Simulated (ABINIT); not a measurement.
**CuAu in ABINIT: convergence with cutoff**

The system is CuAu.

```
Au Cu
1.0
     2.81075    0.00000    0.00000
     0.00000    2.81075    0.00000
     0.00000    0.00000    3.68500
Au Cu
1 1
Direct
  0.00000 0.00000 0.00000
  0.50000 0.50000 0.50000
```

| Property | Result |
| --- | --- |
| Program | ABINIT 10.8.3 (patched build) |
| Task | single point |
| Functional | LDA |
| Potentials or basis | HGH LDA |
| Cutoff | 163 eV |
| k mesh | 9 × 9 × 7 |
| Occupations | gaussian, width 0.05 eV |
| Spin | no spin polarisation |

These are the settings of the first run; the series varies cutoff, with any setting tied to it.

Hardware: 1 thread of Arm Neoverse V1, on a shared host.

Q: The values tried are 6 Ha, 7.5 Ha, 9 Ha, 10.5 Ha, 13 Ha, 15 Ha, 17 Ha, 20 Ha, 24 Ha, loosest first. From which on does the energy stay within 1 meV/atom of the tightest run that finished?

A: From 10.5 Ha on.

```
 cutoff  energy less the tightest run, at zero smearing (meV/atom)  SCF cycles  CPU time (s)  peak memory (GiB)
   6 Ha                                                      16.23           8             1               0.06
 7.5 Ha                                                       6.09           8           1.4               0.06
   9 Ha                                                       1.73           8           1.7               0.06
10.5 Ha                                                       0.52           8             2               0.06
  13 Ha                                                       0.12           8           2.7               0.06
  15 Ha                                                       0.08           8           3.2               0.06
  17 Ha                                                       0.06           8           3.5               0.06
  20 Ha                                                       0.03           8           5.2               0.06
  24 Ha                                                       0.00           8           6.1               0.06
```

The tightest run that finished is the yardstick and may itself not be fully converged.

Caveat, for the tightest run too: HGH potentials are hard and often keep d shells in the core, so these values are rough. Spin-orbit coupling is left out, which matters for the levels of Au.
